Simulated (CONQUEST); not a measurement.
PbSe (Clausthalite):

```
CELL_PARAMETERS angstrom
4.32841 0.00000 0.00000
0.00000 4.32841 0.00000
0.00000 0.00000 6.12130
ATOMIC_POSITIONS crystal
Pb 0.49669 0.50046 0.49729
Pb 0.99669 0.00046 0.99729
Se 0.49424 0.50155 0.00154
Se 0.99424 0.00155 0.50154
```

The cell isn't the ideal one: atoms moved at random, drawn with an rms of 0.05 Å.

Program: CONQUEST 1.3. Alike in all runs: task single point; level PBE; no spin polarisation; cell atoms moved at random, drawn with an rms of 0.05 Å. Hardware: 1 thread of Intel(R) Xeon(R) Platinum 8488C (Sapphire Rapids), with other jobs on the host.

Task: Order these runs on this cell by their wall time, lowest first.
A. potentials or basis PseudoDojo NC PBE, SZ, grid cutoff 120 Ha; k mesh 6 × 6 × 5; smearing fermi-dirac 0.05 eV; solver diagonalisation; SCF tolerance 1e-06
B. potentials or basis PseudoDojo NC PBE, SZ, linear scaling with L range 16 bohr, grid cutoff 120 Ha; smearing none (density matrix without k points); solver linear scaling; SCF tolerance 1e-05
C. potentials or basis PseudoDojo NC PBE, SZ, linear scaling with L range 20 bohr, grid cutoff 120 Ha; smearing none (density matrix without k points); solver linear scaling; SCF tolerance 1e-05

Result: A (19 s), B (100 s), C (310 s).

Caveats: the atomic basis is small; the density matrix is cut off at a finite range, which raises the energy and shifts forces and pressure (some runs).
